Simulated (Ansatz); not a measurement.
**NiO under changes of volume**

One of the cells (9.076 Å³/atom); the others are scaled copies at fixed shape and fractional positions:

```
Ni O
1.0
     0.00000    2.08590    2.08590
     2.08590    0.00000    2.08590
     2.08590    2.08590    0.00000
Ni O
1 1
Direct
  0.00000 0.00000 0.00000
  0.50000 0.50000 0.50000
```

* Program: Ansatz 0.2.0
* Functional: PBE
* Potentials or basis: all-electron LAPW, scalar-relativistic
* Cutoff: 408 eV (chosen from the basis error)
* Basis error allowed: 0.0005 eV/atom
* k mesh: 11 × 11 × 11
* Occupations: fermi-dirac, width 0.05 eV
* Spin: collinear spin, ferromagnetic start
* Starting moments: [1.0, 0.0] μB

```tsv
volume (Å³/atom)	energy over the lowest point (meV/atom)	pressure (GPa)	moment (μB per cell)
8.531	48.90	19.1	1.56
8.713	30.11	14.3	1.63
8.894	16.08	10.2	1.72
9.076	?	?	?
9.257	1.14	2.6	1.82
9.439	0.00	-0.8	1.85
9.620	2.55	-3.9	1.88
```

Problem. What does the run at 9.076 Å³/atom give?

Solution. Energy over the lowest point 6.40 meV/atom; pressure 6.3 GPa; moment 1.78 μB per cell.

Worked out: A Birch-Murnaghan fit of order 3 (a polynomial in V^(-2/3)) to the other rows has its minimum at 9.40 Å³/atom with B0 = V·E''(V) = 178 GPa (rough, since the energies scatter). It gives 6.47 meV/atom at 9.076 Å³/atom, against the run's 6.40, and -dE/dV = 6.5 GPa, against 6.3. A parabola through the other rows of the moment, of slope 0.295 μB per Å³/atom there, gives 1.77 μB, against the run's 1.78.

Energies are extrapolated to zero smearing.

Caveats: a cell with one magnetic atom can't hold antiferromagnetic order, which such compounds often take.
